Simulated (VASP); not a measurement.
Method: G0W0 on PBE orbitals, VASP's PBE PAW potentials (set 64) (plane waves; VASP).

A VASP calculation is set up with these files.

### INCAR
```
LCHARG = .FALSE.
LWAVE = .FALSE.
LASPH = .TRUE.   ! aspherical one-centre terms
GGA = PE   ! PBE
NBANDS = 320
SYSTEM = ZnTe
NBANDSGW = 21
NELMGW = 1
LSPECTRALGW = .TRUE.
NOMEGA = 64
ENCUTGW = 300
ALGO = EVGW0
ENCUT = 500   ! plane-wave cut-off (eV)
PREC = Normal
LREAL = .FALSE.   ! projection in real space or not
ISMEAR = 0   ! Gaussian
SIGMA = 0.01   ! width (eV)
```

File POSCAR:
```
ZnTe
6.10
  0.0000000000   0.5000000000   0.5000000000
  0.5000000000   0.0000000000   0.5000000000
  0.5000000000   0.5000000000   0.0000000000
Zn Te
1 1
direct
  0.0000000000   0.0000000000   0.0000000000
  0.2500000000   0.2500000000   0.2500000000
```

### KPOINTS
```
Automatic
0
Gamma
  4 4 4
```

POTCAR, in this order: Zn_sv_GW Te_GW (PBE.64 set). Program: vasp_std. Read from the step before: WAVECAR, WAVEDER.

The resulting files:

File OSZICAR:
```
energies w=
    0.000    0.000    1.363    0.000    2.723    0.000    4.078    0.000
    5.423    0.000    6.758    0.000    8.080    0.000    9.387    0.000
   10.678    0.000   11.953    0.000   13.210    0.000   14.451    0.000
   15.674    0.000   16.882    0.000   18.074    0.000   19.252    0.000
   20.418    0.000   21.573    0.000   22.719    0.000   23.857    0.000
   24.990    0.000   26.121    0.000   27.251    0.000   28.383    0.000
   29.519    0.000   30.662    0.000   31.816    0.000   32.983    0.000
   34.166    0.000   35.369    0.000   36.597    0.000   37.852    0.000
   39.139    0.000   40.464    0.000   41.832    0.000   43.249    0.000
   44.722    0.000   46.259    0.000   47.868    0.000   49.559    0.000
   51.343    0.000   53.234    0.000   55.246    0.000   57.398    0.000
   59.710    0.000   62.208    0.000   64.919    0.000   67.880    0.000
   71.135    0.000   74.735    0.000   78.748    0.000   83.254    0.000
   88.359    0.000   94.199    0.000  100.952    0.000  108.855    0.000
  118.235    0.000  129.554    0.000  143.478    0.000  161.018    0.000
  183.776    0.000  214.455    0.000  257.998    0.000  324.519    0.000
NQ=   1    0.0000    0.0000    0.0000,
 performed        618000 updates of chi_q(r,r)
NQ=   2    0.2500    0.0000    0.0000,
 performed       1612000 updates of chi_q(r,r)
NQ=   3    0.5000    0.0000    0.0000,
 performed       2499000 updates of chi_q(r,r)
NQ=   4    0.2500    0.2500    0.0000,
 performed       3493000 updates of chi_q(r,r)
NQ=   5    0.5000    0.2500    0.0000,
 performed       4783000 updates of chi_q(r,r)
NQ=   6   -0.2500    0.2500    0.0000,
 performed       5965000 updates of chi_q(r,r)
NQ=   7    0.5000    0.5000    0.0000,
 performed       6771000 updates of chi_q(r,r)
NQ=   8   -0.2500    0.5000    0.2500,
 performed       7738000 updates of chi_q(r,r)
 resolving degeneracies of screened two electron integrals
```

### OUTCAR
```


 k-point   1 :       0.0000    0.0000    0.0000
  band No.  KS-energies  QP-energies   sigma(KS)   V_xc(KS)     V^pw_x(r,r')   Z            occupation Imag(sigma)

      1    -121.7276    -130.8498     -52.2286     -38.6750     -68.8801       0.6730       2.0000       2.5697
      2     -75.9136     -81.8155     -46.3655     -37.6077     -61.3187       0.6739       2.0000       2.5374
      3     -75.9136     -81.8155     -46.3655     -37.6077     -61.3187       0.6739       2.0000       2.5374
      4     -75.9136     -81.8155     -46.3655     -37.6077     -61.3187       0.6739       2.0000       2.5374
      5      -7.7751      -9.0744     -12.7647     -11.0304     -17.5706       0.7492       2.0000       1.8163
      6      -2.9137      -4.7031     -32.6185     -30.0495     -41.3631       0.6965       2.0000       1.0486
      7      -2.9137      -4.7031     -32.6185     -30.0495     -41.3631       0.6965       2.0000       1.0486
      8      -2.9137      -4.7031     -32.6185     -30.0495     -41.3631       0.6965       2.0000       1.0486
      9      -2.6828      -4.5111     -33.8195     -31.2152     -42.7635       0.7020       2.0000       1.0128
     10      -2.6828      -4.5111     -33.8195     -31.2152     -42.7635       0.7020       2.0000       1.0128
     11       4.0147       3.1361     -13.9918     -12.8792     -15.1955       0.7896       2.0000       0.3388
     12       4.0147       3.1361     -13.9918     -12.8792     -15.1955       0.7896       2.0000       0.3388
     13       4.0147       3.1361     -13.9918     -12.8792     -15.1955       0.7896       2.0000       0.3388
     14       5.2491       5.6984     -10.5792     -11.1396      -6.7462       0.8016       0.0000      -0.3784
     15       8.3949       8.7121      -9.4864      -9.8837      -5.5281       0.7987       0.0000      -0.4906
     16       8.3949       8.7121      -9.4864      -9.8837      -5.5281       0.7987       0.0000      -0.4906
     17       8.3949       8.7121      -9.4864      -9.8837      -5.5281       0.7987       0.0000      -0.4906
     18      11.3121      11.5944      -7.7326      -8.0828      -3.0193       0.8062       0.0000      -0.7137
     19      13.7039      14.1476      -9.5679     -10.1215      -5.0767       0.8015       0.0000      -0.7433
     20      13.7039      14.1476      -9.5679     -10.1215      -5.0767       0.8015       0.0000      -0.7433
     21      14.6025      14.8554      -7.2418      -7.5536      -2.3766       0.8113       0.0000      -0.9269

 k-point   2 :       0.2500    0.0000    0.0000
  band No.  KS-energies  QP-energies   sigma(KS)   V_xc(KS)     V^pw_x(r,r')   Z            occupation Imag(sigma)

      1    -121.7276    -130.8236     -52.2286     -38.6750     -68.8801       0.6711       2.0000       2.5697
      2     -75.9135     -81.8409     -46.3653     -37.6078     -61.3185       0.6768       2.0000       2.5372
      3     -75.9135     -81.8409     -46.3653     -37.6078     -61.3185       0.6768       2.0000       2.5372
      4     -75.9135     -81.8409     -46.3653     -37.6078     -61.3185       0.6768       2.0000       2.5372
      5      -7.3853      -8.6571     -13.0162     -11.3185     -17.7167       0.7492       2.0000       1.7352
      6      -2.8823      -4.6769     -32.7722     -30.1999     -41.5424       0.6977       2.0000       1.0454
      7      -2.8823      -4.6769     -32.7722     -30.1999     -41.5424       0.6977       2.0000       1.0454
      8      -2.8495      -4.6300     -31.9933     -29.4551     -40.5480       0.7015       2.0000       1.0435
      9      -2.6840      -4.5099     -33.8094     -31.2064     -42.7558       0.7014       2.0000       1.0143
     10      -2.6840      -4.5099     -33.8094     -31.2064     -42.7558       0.7014       2.0000       1.0143
     11       0.8953      -0.1021     -13.6650     -12.3859     -15.6207       0.7798       2.0000       0.5412
     12       3.5042       2.6003     -13.5278     -12.3808     -14.7801       0.7880       2.0000       0.3620
     13       3.5042       2.6003     -13.5278     -12.3808     -14.7801       0.7880       2.0000       0.3620
     14       6.1163       6.4813     -10.2151     -10.6721      -6.4356       0.7987       0.0000      -0.4030
     15       9.0489       9.3890      -9.5834     -10.0101      -5.5075       0.7970       0.0000      -0.5307
     16       9.0489       9.3890      -9.5834     -10.0101      -5.5075       0.7970       0.0000      -0.5307
     17       9.9131      10.2303      -9.5343      -9.9310      -5.2471       0.7996       0.0000      -0.5884
     18      12.4814      12.6987      -7.1662      -7.4350      -2.5110       0.8084       0.0000      -0.7579
     19      12.6827      13.0146      -8.7771      -9.1899      -4.3875       0.8041       0.0000      -0.7052
     20      12.6827      13.0146      -8.7771      -9.1899      -4.3875       0.8041       0.0000      -0.7052
     21      15.1468      15.5814      -8.4060      -8.9457      -3.3345       0.8054       0.0000      -0.9515

 k-point   3 :       0.5000    0.0000    0.0000
  band No.  KS-energies  QP-energies   sigma(KS)   V_xc(KS)     V^pw_x(r,r')   Z            occupation Imag(sigma)

      1    -121.7276    -130.8056     -52.2287     -38.6750     -68.8803       0.6698       2.0000       2.5698
      2     -75.9137     -81.7900     -46.3650     -37.6077     -61.3181       0.6710       2.0000       2.5371
      3     -75.9137     -81.7900     -46.3650     -37.6077     -61.3181       0.6710       2.0000       2.5371
      4     -75.9137     -81.7900     -46.3650     -37.6077     -61.3181       0.6710       2.0000       2.5371
      5      -6.9019      -8.1393     -13.5569     -11.9038     -18.1708       0.7486       2.0000       1.6255
      6      -2.8587      -4.6548     -32.8792     -30.3042     -41.6651       0.6975       2.0000       1.0419
      7      -2.8587      -4.6548     -32.8792     -30.3042     -41.6651       0.6975       2.0000       1.0419
      8      -2.6765      -4.5040     -33.8678     -31.2653     -42.8320       0.7022       2.0000       1.0166
      9      -2.6765      -4.5040     -33.8678     -31.2653     -42.8320       0.7022       2.0000       1.0166
     10      -2.5331      -4.3315     -33.2716     -30.7221     -42.0492       0.7054       2.0000       1.0241
     11      -1.1667      -2.3304     -11.7045     -10.2083     -14.0616       0.7778       2.0000       0.7911
     12       3.1132       2.1779     -13.2301     -12.0428     -14.5582       0.7878       2.0000       0.3878
     13       3.1132       2.1779     -13.2301     -12.0428     -14.5582       0.7878       2.0000       0.3878
     14       5.7752       6.1045     -10.1883     -10.5990      -6.5286       0.8019       0.0000      -0.3876
     15       9.0593       9.3602      -9.3112      -9.6878      -5.3273       0.7988       0.0000      -0.5265
     16       9.0593       9.3602      -9.3112      -9.6878      -5.3273       0.7988       0.0000      -0.5265
     17      11.5364      11.6529      -7.0977      -7.2420      -2.6291       0.8075       0.0000      -0.7068
     18      13.5984      13.9951      -8.8791      -9.3726      -3.8268       0.8038       0.0000      -0.8946
     19      15.0227      15.5386      -8.8318      -9.4745      -3.7433       0.8027       0.0000      -0.9373
     20      15.0227      15.5386      -8.8318      -9.4745      -3.7433       0.8027       0.0000      -0.9373
     21      16.0483      16.7564      -9.6558     -10.5333      -4.2542       0.8070       0.0000      -1.0912

 k-point   4 :       0.2500    0.2500    0.0000
  band No.  KS-energies  QP-energies   sigma(KS)   V_xc(KS)     V^pw_x(r,r')   Z            occupation Imag(sigma)

      1    -121.7276    -130.8457     -52.2285     -38.6750     -68.8801       0.6727       2.0000       2.5698
      2     -75.9134     -81.8601     -46.3653     -37.6078     -61.3184       0.6790       2.0000       2.5372
      3     -75.9134     -81.8601     -46.3653     -37.6078     -61.3184       0.6790       2.0000       2.5372
      4     -75.9134     -81.8601     -46.3653     -37.6078     -61.3184       0.6790       2.0000       2.5372
      5      -7.2518      -8.5164     -13.1139     -11.4283     -17.7813       0.7502       2.0000       1.7076
      6      -2.8908      -4.6596     -31.5812     -29.0554     -40.0410       0.7003       2.0000       1.0457
      7      -2.8457      -4.6513     -32.9588     -30.3827     -41.7636       0.7009       2.0000       1.0427
      8      -2.8457      -4.6513     -32.9588     -30.3827     -41.7636       0.7009       2.0000       1.0427
      9      -2.6926      -4.5090     -33.6170     -31.0214     -42.5217       0.6998       2.0000       1.0169
     10      -2.6709      -4.5070     -33.8774     -31.2736     -42.8363       0.7052       2.0000       1.0134
     11       1.0039       0.0493     -14.4040     -13.1776     -16.3620       0.7783       2.0000       0.5257
     12       2.7090       1.7580     -12.9092     -11.7000     -14.2984       0.7865       2.0000       0.4070
     13       2.7090       1.7580     -12.9092     -11.7000     -14.2984       0.7865       2.0000       0.4070
     14       6.6653       6.9243      -9.8275     -10.1510      -6.1612       0.8004       0.0000      -0.4206
     15       7.6471       7.9019      -9.2711      -9.5889      -5.4232       0.8017       0.0000      -0.4645
     16      10.6890      11.1105     -10.0325     -10.5627      -5.5748       0.7951       0.0000      -0.6451
     17      10.6890      11.1105     -10.0325     -10.5627      -5.5748       0.7951       0.0000      -0.6451
     18      11.2132      11.5022      -8.7748      -9.1338      -4.5087       0.8049       0.0000      -0.6309
     19      14.4841      14.9625      -9.3396      -9.9361      -4.6499       0.8020       0.0000      -0.8124
     20      14.7373      15.1983      -8.5826      -9.1558      -3.4469       0.8042       0.0000      -0.9426
     21      16.4294      16.8079      -7.3588      -7.8249      -2.3970       0.8120       0.0000      -0.9987

 k-point   5 :       0.5000    0.2500    0.0000
  band No.  KS-energies  QP-energies   sigma(KS)   V_xc(KS)     V^pw_x(r,r')   Z            occupation Imag(sigma)

      1    -121.7277    -130.7287     -52.2287     -38.6750     -68.8803       0.6641       2.0000       2.5698
      2     -75.9137     -81.7810     -46.3649     -37.6077     -61.3180       0.6700       2.0000       2.5371
      3     -75.9137     -81.7810     -46.3649     -37.6077     -61.3180       0.6700       2.0000       2.5371
      4     -75.9137     -81.7810     -46.3649     -37.6077     -61.3180       0.6700       2.0000       2.5371
      5      -6.7587      -7.9917     -13.7201     -12.0771     -18.3158       0.7505       2.0000       1.5966
...
```
(Selected blocks of OUTCAR.)

The mesh is coarse and the basis finite, so the quasiparticle values are not converged. VASP warned that its frequency grid is unfit for quasiparticle energies.

The compound is ZnTe in the zinc blende structure. The cell was not relaxed at this level. The k-mesh is coarse (spacing up to 0.45 per Å, 2π included), so the numbers may not be converged in it.
